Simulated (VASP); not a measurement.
The system is MgS.

```xyz
2
Lattice="0.0000 2.8331 2.8331 2.8331 0.0000 2.8331 2.8331 2.8331 0.0000" Properties=species:S:1:pos:R:3 pbc="T T T"
S     1.4166    1.4166    1.4166
Mg    0.0000    0.0000    0.0000
```

The cell comes from a database or a generator and needn't be the stable form of this composition.

Base run:

| Quantity | Value |
| --- | --- |
| Program | VASP 6.6.1 |
| Functional | PBE0 |
| Potentials or basis | VASP PAW PBE potentials, release 64 (S, Mg) |
| Cutoff | 520 eV |
| k mesh | 6 × 6 × 6 |
| Occupations | gaussian, width 0.02 eV |
| Spin | no spin polarisation |

Its results: band gap on the k mesh 5.18 eV, direct; pressure -0.3 GPa.

Problem. The run is repeated on the same cell with these changes: functional from PBE0 to HSE06. What comes out?

Solution. Band gap on the k mesh 4.52 eV, direct; pressure -0.3 GPa.

Caveats: the PAW data sets were made with another functional, which shifts forces and pressure a little.
